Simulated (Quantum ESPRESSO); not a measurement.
Runs of Quantum ESPRESSO 7.5 on Mo. It takes space group Im-3m (No. 229, cubic). Conventional cell: a = 3.168 Å, b = 3.168 Å, c = 3.168 Å, α = 90.00°, β = 90.00°, γ = 90.00°. Mo (site symmetry m-3m) has 8 Mo at 2.74 Å as nearest neighbours. 

| task | level | potentials or basis | U | cell | k mesh | cutoff (eV) | start of the occupations | hubbard projectors | mixing beta | q mesh | form of the LDA correlation | gap on the mesh (eV) | pressure (GPa) |
| --- | --- | --- | --- | --- | --- | --- | --- | --- | --- | --- | --- | --- | --- |
| Hubbard U by linear response | PBEsol+U | GBRV 1.5 PBEsol | Mo d U = 2.0 eV | as given | 10 × 10 × 10 | 612 | default | ortho-atomic | 0.3 | 2 × 2 × 2 | - | none | (a) |
| Hubbard U by linear response | PBEsol+U | GBRV 1.5 PBEsol | Mo d U = 8.0 eV | as given | 10 × 10 × 10 | 612 | default | ortho-atomic | 0.3 | 2 × 2 × 2 | - | none | 8.9 |
| phonons | PBEsol | GBRV 1.5 PBEsol | - | relaxed to 80 GPa | 12 × 12 × 12 | 612 | - | - | 0.5 | - | - | none | 79.6 |
| phonons | WC | PseudoDojo 0.4.1 SR PBE standard | - | relaxed | 8 × 8 × 8 | 1088 | - | - | 0.5 | - | - | none | 0.0 |
| phonons | vdW-DF-cx | PseudoDojo 0.4.1 SR PBE standard | - | relaxed | 8 × 8 × 8 | 1088 | - | - | 0.5 | - | - | none | 0.0 |
| phonons | PBEsol | GBRV 1.5 PBEsol | - | relaxed | 12 × 12 × 12 | 612 | - | - | 0.5 | - | - | none | 0.0 |
| phonons | PBEsol | GBRV 1.5 PBEsol | - | relaxed to 25 GPa | 12 × 12 × 12 | 612 | - | - | 0.5 | - | - | none | 24.9 |
| phonons | LDA | PseudoDojo 0.4.1 SR LDA standard | - | relaxed | 8 × 8 × 8 | 1088 | - | - | 0.5 | - | PW92 | none | 0.0 |

Alike in all rows: no spin polarisation; smearing cold 0.2 eV.

Problem. Estimate the missing entries.

Solution. (a) -9.1.

Caveats: the mesh is thin for the phonons of a metal (some runs); the computed U isn't converged in cell size (some runs); U without spin polarisation on a metal has little footing (some runs); the U is typed as a test and isn't derived for this compound (some runs); the cell is more than 3 GPa from zero pressure, which shifts response properties (some runs); the potentials were made for another functional, which shifts forces and pressure (some runs).

A k mesh can miss the band edges, and the runs leave out spin-orbit coupling on Mo.

A gap of «none» marks a metal or a gap under the smearing width.

Runs at the PBE level aren't shown here.
